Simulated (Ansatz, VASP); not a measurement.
**InAs: VASP beside Ansatz**

Wanted: the spread between two codes on one cell, functional and k mesh. The cell is taken from a series of runs on this material, whose earlier steps may have relaxed, scaled, displaced or heated it; both programs get it as it stands.

Main program and level: Ansatz 0.2.0; plane waves, with VASP 6.6.1 beside it; zone-centre phonons at PBEsol.

## 1. The structure

The structure is trigonal, space group R3m (No. 160). The conventional cell has a = 4.132 Å, b = 4.132 Å, c = 10.820 Å, α = 90.00°, β = 90.00°, γ = 120.00°. As has 4 In at 2.58 to 2.62 Å nearest. Nearest to In lie 4 As at 2.58 to 2.62 Å. Farther neighbours are not listed.

Structure file:

```cif
data_structure
_symmetry_space_group_name_H-M 'P 1'
_symmetry_Int_Tables_number 1
_cell_length_a 4.3242
_cell_length_b 4.3242
_cell_length_c 4.3242
_cell_angle_alpha 57.081
_cell_angle_beta 57.081
_cell_angle_gamma 57.081
_cell_volume 53.33
loop_
_atom_site_label
_atom_site_type_symbol
_atom_site_fract_x
_atom_site_fract_y
_atom_site_fract_z
_atom_site_occupancy
As1 As 0.75391 0.75391 0.75391 1
In2 In 0.99609 0.99609 0.99609 1
```

## 2. Ansatz: zone-centre phonons, PBEsol

Ansatz runs on its PAW soft_1 files.

Second derivatives magnify differences that forces hide, and they need a tight electronic threshold.

input.yaml reads:

```yaml
crystal:
  lattice:
    - [0.1344047209, 3.0562028494, 3.0562028494]
    - [3.0562028494, 0.1344047209, 3.0562028494]
    - [3.0562028494, 3.0562028494, 0.1344047209]
  atoms:
    - { symbol: As, position: [0.7539106809, 0.7539106809, 0.7539106809] }
    - { symbol: In, position: [-0.0039106809, -0.0039106809, -0.0039106809] }
kpoints:
  mp_grid: { grid: [12, 12, 12] }
hamiltonian:
  xc: pbesol
  pseudopotentials: { kind: paw, azcp: { folder: soft_1 }, xc_functional: pbe }
scf:
  occupations: { method: methfessel_paxton, width: 0.2 }
output:
  eigenvalues: true
phonons:
  method: dfpt
```

On the command line:

```bash
ansatz run input.yaml --threads 4 --pin off --max-ram 10240MiB --backend cpu --events-out ev --progress --plain --runs-dir out
```

Numbers of over 12 decimals in the logs are rounded to 6 here.

The program printed:

```text
Engine: ansatz 0.2.0, aarch64-unknown-linux-gnu
Pseudopotentials: kind: paw
Pseudopotential: As, paw, valence charge 15, recommended cutoff 420 eV (normal), soft_1/As.paw.azcp
Pseudopotential: In, paw, valence charge 13, recommended cutoff 420 eV (normal), soft_1/In.paw.azcp
Functional definition: PBEsol
  exchange = pbesol_x
  correlation = pbesol_c
Crystal: 2 atoms, lattice volume = 53.328 Å³
Basis set: ecut = 420 eV, 1015 PW (Γ), exchange–correlation on 60×60×60 points (8 copies of the dense FFT grid, shifted against one another)
Bands: 18, of which v1, the nominal top of the filled ones, is band 14 counted from 1 (13 counted from 0)
Symmetry: 6 space group operations
k-points: 476 of 1728 (irreducible under 2 space group operations, time reversal used)
Non-local potential: As, projectors of the file, l = 0: 2, l = 1: 2, l = 2: 3, l = 3: 1
Non-local potential: In, projectors of the file, l = 0: 2, l = 1: 2, l = 2: 2, l = 3: 1
PAW form: soft (Blöchl's): semilocal exchange-correlation on the pseudo side does not see the compensation charge
PAW frozen core: As, regenerated for the run's functional, and the local potential with it (the file was generated under x = pbe(κ = 0.804, μ = 0.219515), c = pbe(β = 0.066725))
PAW frozen core: In, regenerated for the run's functional, and the local potential with it (the file was generated under x = pbe(κ = 0.804, μ = 0.219515), c = pbe(β = 0.066725))
PAW one-centre angular grid: As, 590 points (default); XC on 64 Gauss nodes
PAW one-centre angular grid: In, 590 points (default); XC on 64 Gauss nodes
Initial density: superposition of atomic densities (chi_scale 0.1, normalization cell, long waves kept (reshape's long-wave potential 0.00 eV rms))
Initial wavefunctions: pseudopotential atomic-orbital guess
Functional: x = pbesol(κ = 0.804, μ = 0.123457), c = pbesol(β = 0.046)
SCF iter   1: F=—  HF=-10338.927030 eV  |F-HF|=—  |Δ(HF+E_count)|=         —  Δρ=2.99e-2  dr2=3.92e-1  ethr=3.10e-3  ⟨swp⟩=5.3  Hψ=43713  notcnv=0
preconditioner: auto → none  [insulator: Δε(μ)=0.706 eV  Ē_g=14.821 eV  σ=0.200 eV  W_gap=0.62  n_scr=14 (ndim 8)  ℏωp=21.6 eV  f_vac=0.003  D(μ)=0.04/eV (n_scr^D=0)  ε∞_Penn≈3.1]
SCF iter   2: F=—  HF=-10338.839752 eV  |F-HF|=—  |Δ(HF+E_count)|=   8.73e-2  S|Δr|=    0.00e0  Δρ=1.35e-2  dr2=6.75e-2  ethr=1.40e-3  ⟨swp⟩=2.0  Hψ=14233  notcnv=0
SCF iter   3: F=—  HF=-10338.828788 eV  |F-HF|=—  |Δ(HF+E_count)|=   1.10e-2  S|Δr|=    0.00e0  Δρ=2.24e-3  dr2=5.44e-3  ethr=2.41e-4  ⟨swp⟩=3.0  Hψ=15871  notcnv=0
SCF iter   4: F=—  HF=-10338.826745 eV  |F-HF|=—  |Δ(HF+E_count)|=   2.04e-3  S|Δr|=    0.00e0  Δρ=6.64e-4  dr2=1.30e-4  ethr=1.94e-5  ⟨swp⟩=2.0  Hψ=15233  notcnv=0
SCF iter   5: F=—  HF=-10338.826761 eV  |F-HF|=—  |Δ(HF+E_count)|=   1.65e-5  S|Δr|=    0.00e0  Δρ=2.14e-4  dr2=9.12e-6  ethr=4.63e-7  ⟨swp⟩=3.0  Hψ=15303  notcnv=0
SCF iter   6: F=—  HF=-10338.826771 eV  |F-HF|=—  |Δ(HF+E_count)|=   9.45e-6  S|Δr|=    0.00e0  Δρ=4.84e-5  dr2=1.49e-6  ethr=3.26e-8  ⟨swp⟩=2.0  Hψ=12844  notcnv=0
SCF iter   7: F=—  HF=-10338.826770 eV  |F-HF|=—  |Δ(HF+E_count)|=   6.35e-7  S|Δr|=    0.00e0  Δρ=5.53e-6  dr2=9.74e-9  ethr=5.31e-9  ⟨swp⟩=2.0  Hψ=12853  notcnv=0
SCF iter   8: F=—  HF=-10338.826770 eV  |F-HF|=—  |Δ(HF+E_count)|=  2.36e-10  S|Δr|=    0.00e0  Δρ=1.61e-6  dr2=1.19e-9  ethr=3.48e-11  ⟨swp⟩=2.0  Hψ=15239  notcnv=0
SCF iter   9: F=—  HF=-10338.826770 eV  |F-HF|=—  |Δ(HF+E_count)|=  6.69e-10  S|Δr|=    0.00e0  Δρ=5.07e-7  dr2=8.74e-11  ethr=4.25e-12  ⟨swp⟩=2.0  Hψ=15233  notcnv=0
SCF iter  10: F=-10338.826770 eV  HF=-10338.826770 eV  |F-HF|=0.00e0  |Δ(HF+E_count)|=  1.20e-10  S|Δr|=    0.00e0  Δρ=1.28e-7  dr2=8.67e-12  ethr=1.00e-12  ⟨swp⟩=6.0  Hψ=38840  notcnv=0
SCF 1 converged in 10 iterations: F = -10338.826770 eV  dr2 = 8.67e-12
  greatest PAW one-centre occupation: 0.999 electrons in one spin orbital (limit 2), on the As atom at site 0 (counted from 0), in its partial waves of l = 2
DFPT response loops at Γ: preconditioner auto → Kerker (q_TF=auto, 2.451 Å⁻¹) (partly filled bands, converged f_vac=0.074); β = 1.00, the filter's whole step (`scf.mixing.beta` (0.50) is not read by the response loops under this deck's `scf.mixing.preconditioner`; to damp them name `kerker` or `kerker_dos`, under which they read `scf.mixing.beta`, and type it under 1.00, their step now; both keys bind the ground state too); Broyden in place of MSR1
SCF converged after 10 iterations
Stability not checked: this state was not tested for a lower state beside it, because cold or Methfessel-Paxton smearing, or corrected tetrahedra, fill the levels in a way that the test cannot read (fill_not_monotonic; see scf.lower_state_search)
Free energy (F): -10338.826770 eV
Harris-Foulkes:  -10338.826770 eV  (|F-HF|=0.00e0)
Internal energy: -10338.826967 eV  (E = F + TS)
E sigma→0 (E₀):  -10338.826819 eV
Entropy (-TS):   0.000197 eV (0.099 meV/atom)
Fermi energy:    8.238082 eV
Step filling:    the computed levels leave a gap of 0.0000 eV = 0.0 smearing widths at the electron count; against every level under it full and every level over it empty, smearing changes F+E_penalty+E_count by +0.069 meV and its σ→0 estimate by +0.020 meV
--- Per-component energies (eV) ---
  E_band       = -308.958633
  E_kinetic    = 318.347455
  E_local      = -3427.518993  (includes V_loc(G=0)·N_el)
  E_nonlocal   = -63.401859
  E_hartree    = 1709.488387
  E_xc         = -212.162620
  E_vxc        = -164.038964  (∫ρ·V_xc dr)
  E_paw        = -6109.633677  (= ΣΔE_a)
  E_vpaw       = -391.323049  (= ΣTr[D̂ρ^β])
  E_aug_tail   = 0.000127  (compensation charges beyond the density's cutoff)
  E_ewald      = -2555.148121
  E_core_change = 1.202334  (= ΣΔE_core)
  E_smearing   = 0.000197  (= −TS)
  E_closure    = -0.000000  (closes the sum)
  Σ components = -10338.826770   (vs F -10338.826770, Δ=0.00e0)
--- Band table (eV; the first three rows and the last of 476) ---
  k-point 0: bands = [... 10 lower, -4.1003, 7.5947, 7.8538, 8.2083, 8.2083, 11.6017, 12.1550, 12.1550]
  k-point 1: bands = [... 10 lower, -4.0188, 6.7991, 7.6444, 8.1022, 8.8057, 11.8142, 12.1104, 12.2868]
  k-point 2: bands = [... 10 lower, -3.7836, 5.5714, 7.3919, 7.8465, 9.1477, 12.0484, 12.5618, 12.5755]
  k-point 475: bands = [... 10 lower, -2.7148, 1.8425, 7.2720, 7.2720, 9.5633, 13.0161, 13.0161, 14.9027]
--- Phonons (Γ-DFPT): 2 representative perturbations + reference, on 476 of 1728 k-points (Σ response iterations 7) ---
  k mesh reduced under 2 symmetry operations, with k and −k counted as one. Each operation leaves every solved perturbation unchanged. A smaller set is not used because it would not reduce the number of displacements times k-points to solve
  ASR residual: 2.228e-5 → 0.000e0 eV/Å²; symmetrization residual: 1.923e-5 eV/Å²
  ASR residual per site (eV/Å²): 4.36e-6 2.23e-5
  Γ frequencies (cm⁻¹): 0.00 0.00 0.00 221.72 224.04 224.04
  non-analytic LO–TO correction: not included (Born effective charges unavailable; polar crystals: no LO–TO splitting at Γ)
```

In the SCF lines HF is the Harris–Foulkes energy and dr2 the Hartree energy of the density residual, in eV; the loop may stop once dr2 is under the threshold and the program's other checks hold. Hψ counts applications of the Hamiltonian.

[end of part 1 of 2]

[Lines on the potential files, build, host, timing and source positions are cut from VASP's logs without a mark.]

[Logs are printed without paths, hosts, clocks, repeated set-up lines and the standing remarks that a program may print on its own settings, such as how far it seeks lower states.]

[Hosts, paths, dates, database ids (printed as entryN), source tags and the programs' standing remarks are cut or masked in the printed files.]
